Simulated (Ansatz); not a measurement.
# InSe: the cost of one run

Program: Ansatz 0.2.0. Level of theory: DFT PBE+D3(BJ), scalar-relativistic, plane waves, PAW. These are calculated values, not measurements.

A COD entry behind a cell of this session may itself be a prediction, so a difference from it is no test against experiment.

7 further runs of the same task are left out: 2 that didn't finish, 5 set aside as unsound or not needed. Runs told in other sessions of the task aren't counted.

### 1 The starting structure

It takes space group P-6m2 (No. 187, hexagonal). Conventional cell: a = 4.027 Å, b = 4.027 Å, c = 36.721 Å, α = 90.00°, β = 90.00°, γ = 120.00°. Se (site symmetry 3m) is surrounded by 3 In at 2.66 Å. In (site symmetry 3m) is surrounded by 3 Se at 2.66 Å and 1 In at 2.79 Å.

Coordinates:

```xyz
4
Lattice="4.0266 0.0000 0.0000 -2.0133 3.4871 0.0000 0.0000 0.0000 36.7212" Properties=species:S:1:pos:R:3 pbc="T T T"
Se    0.0000    0.0000   15.6673
In    2.0133    1.1624   16.9628
In    2.0133    1.1624   19.7573
Se    0.0000    0.0000   21.0529
```

The sheet was relaxed beforehand at this level: -22136.8122 eV a cell, gap on the mesh 1.63 eV, ionisation potential 5.99 eV, electron affinity 4.36 eV.

### 2 +2 % Biaxial strain

input.yaml

```yaml
crystal:
  lattice:
    - [4.1070912864, 0.0, 0.0]
    - [-2.0535456432, 3.5568453897, 0.0]
    - [0.0, 0.0, 36.7211901288]
  atoms:
    - { symbol: Se, position: [0.0, 0.0, 0.4266547739] }
    - { symbol: In, position: [0.6666666667, 0.3333333333, 0.4619360802] }
    - { symbol: In, position: [0.6666666667, 0.3333333333, 0.5380362293] }
    - { symbol: Se, position: [0.0, 0.0, 0.5733174808] }
  periodic: [true, true, false]
basis:
  ecutwfc: 420
kpoints:
  mp_grid: { grid: [12, 12, 1] }
  band_path:
    path:
      - [0, 0, 0]
      - [0.5, 0, 0]
      - [0.3333333333333, 0.3333333333333, 0]
      - [0, 0, 0]
    npoints: 8
hamiltonian:
  xc: pbe
  dispersion: d3bj
scf:
  occupations: { method: gaussian, width: 0.02 }
output:
  forces: true
  stress: true
  eigenvalues: true
relax:
  adjacent_minimum: "off"
  f_tol: 0.01
  max_steps: 40
```

On the command line:

```bash
> ansatz run input.yaml --threads 2 --pin off --max-ram 5120MiB --backend cpu --events-out ev --progress --plain --runs-dir out
```

What time and memory should one allow on 2 threads of Intel Xeon 6975P-C (Granite Rapids), shared host?

About 41 s, with a peak of 0.87 GiB.
